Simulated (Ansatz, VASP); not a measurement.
# Two plane-wave programs on BaTiO3

Contents of POSCAR:

```
BaTiO3
1.0
    3.9723652526      0.0000000000      0.0000000000
    0.0000000000      3.9723652526      0.0000000000
    0.0000000000      0.0000000000      4.1122285626
Ba Ti O
1 1 3
Direct
    0.0000000000      0.0000000000     -0.0043576161
    0.5000000000      0.5000000000      0.4775258081
    0.5000000000      0.5000000000      0.0345450385
    0.5000000000      0.0000000000      0.5176433848
    0.0000000000      0.5000000000      0.5176433848
```

Contents of INCAR.step1:

```
PREC = Accurate
ENCUT = 520
ISMEAR = 0
SIGMA = 0.01
LREAL = False
LASPH = True
NELM = 60
NBANDS = 28
GGA = PE
ALGO = Normal
EDIFF = 1E-4
LWAVE = True
LCHARG = False
```

The input INCAR.step2:

```
PREC = Accurate
ENCUT = 520
EDIFF = 1E-6
ISMEAR = 0
SIGMA = 0.01
LREAL = False
LASPH = True
NELM = 60
ALGO = Normal
ISIF = 2
LWAVE = False
LCHARG = True
METAGGA = R2SCAN
LMIXTAU = True
LELF = True
LVHAR = True
NBANDS = 28
ISTART = 1
```

The input KPOINTS:

```
Automatic mesh
0
Gamma
  6 6 6
```

Input for Ansatz:

```yaml
crystal:
  lattice:
    - [3.9723652526, 0.0, 0.0]
    - [0.0, 3.9723652526, 0.0]
    - [0.0, 0.0, 4.1122285626]
  atoms:
    - { symbol: Ba, position: [0.0, 0.0, -0.0043576161] }
    - { symbol: Ti, position: [0.5, 0.5, 0.4775258081] }
    - { symbol: O, position: [0.5, 0.5, 0.0345450385] }
    - { symbol: O, position: [0.5, 0.0, 0.5176433848] }
    - { symbol: O, position: [0.0, 0.5, 0.5176433848] }
kpoints:
  mp_grid: { grid: [6, 6, 6] }
  band_path:
    path:
      - [0.0, 0.0, 0.0]
      - [0.0, 0.5, 0.0]
      - [0.5, 0.5, 0.0]
      - [0.0, 0.0, 0.5]
      - [0.0, 0.5, 0.5]
      - [0.5, 0.5, 0.5]
      - [-0.5, -0.5, 0.479167]
    npoints: 1
hamiltonian:
  xc: r2scan
scf:
  occupations: { method: fixed }
  n_extra_bands: 5
output:
  forces: true
  stress: true
  eigenvalues: true
```

Alike in both runs: task single point; functional r2SCAN; k mesh 6 × 6 × 6; no spin polarisation.

|  | VASP | Ansatz |
| --- | --- | --- |
| version | VASP 6.6.1 | Ansatz 0.2.0 |
| potentials or method | VASP PAW PBE potentials, release 64 (Ba_sv, Ti_sv, O) | plane waves, PAW |
| plane-wave cutoff (eV) | 520 | 500 |
| occupations | gaussian, width 0.01 eV | fixed |
| valence electrons in the cell | 40 | 40 |

VASP gave:

```
gap on the k mesh at the Fermi level (eV)       : 2.21
pressure (GPa)                                  : 1.9
largest component of the traceless stress (GPa) : 0.12
rms of the force components (eV/Å)              : 0.060
```

Problem. What did Ansatz give for the same quantities?

Solution. gap on the k mesh at the Fermi level (eV): 2.23; pressure (GPa): 0.0; largest component of the traceless stress (GPa): 0.01; rms of the force components (eV/Å): 0.001.

Atom by atom the forces differ by 0.060 eV/Å (rms over components).

Caveats: the PAW data sets were made with another functional, which shifts forces and pressure a little (VASP); spin-orbit coupling is left out, which moves the levels of the heavy elements. A k mesh can miss the band edges. r2SCAN opens gaps a little over a GGA but as a rule still falls short of measured ones.
